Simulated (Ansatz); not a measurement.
Runs of Ansatz 0.2.0 on TePt. It takes space group P6_3/mmc (No. 194, hexagonal). The conventional cell has a = 4.263 Å, b = 4.263 Å, c = 5.662 Å, α = 90.00°, β = 90.00°, γ = 120.00°. Pt (site symmetry -3m) has 2 Pt at 2.83 Å and 6 Te at 2.84 Å as nearest neighbours. Te (site symmetry -6m2) is surrounded by 6 Pt at 2.84 Å. Measurements of this composition are mostly on another form, of space group No. 166.

```tsv
level	U	hubbard projectors	double counting	gap on the mesh (eV)	pressure (GPa)
PBEsol+U	Pt d U = 6 eV	ortho-atomic (the default)	fll (the default)	none	(a)
PBEsol+U	Pt d U = 8 eV	ortho-atomic (the default)	fll (the default)	none	-3.9
PBEsol+U	Pt d U = 4 eV	ortho-atomic (the default)	fll (the default)	none	-4.8
PBEsol	-	-	-	none	-4.9
PBEsol+U	Pt d U = 2 eV	ortho-atomic (the default)	fll (the default)	none	-5.0
PBEsol+U	Pt d U = 5 eV	ortho-atomic (the default)	fll (the default)	none	-4.6
PBEsol+U	Pt d U = 1 eV	ortho-atomic (the default)	fll (the default)	none	-5.0
PBEsol+U	Pt d U = 3 eV	ortho-atomic (the default)	fll (the default)	none	-4.9
```

Alike in all rows: task band structure; potentials or basis Ansatz PAW; no spin polarisation; cell as given; k mesh 7 × 7 × 5; cutoff (eV) 420; smearing fermi-dirac 0.05 eV.

**Question.** Fill in the values left out.

**Answer.** (a) -4.5.

Caveats: spin-orbit coupling is left out, which moves the levels of the heavy elements; the PAW data sets come from PBE, with cores solved anew for the run's functional, which leaves a small shift of forces and pressure; U without spin polarisation on a metal has little footing (some runs); the U is typed as a test and isn't derived for this compound (some runs).

A k mesh can miss the band edges, and the runs leave out spin-orbit coupling on Pt, Te.

A gap of «none» marks a metal or a gap under the smearing width.
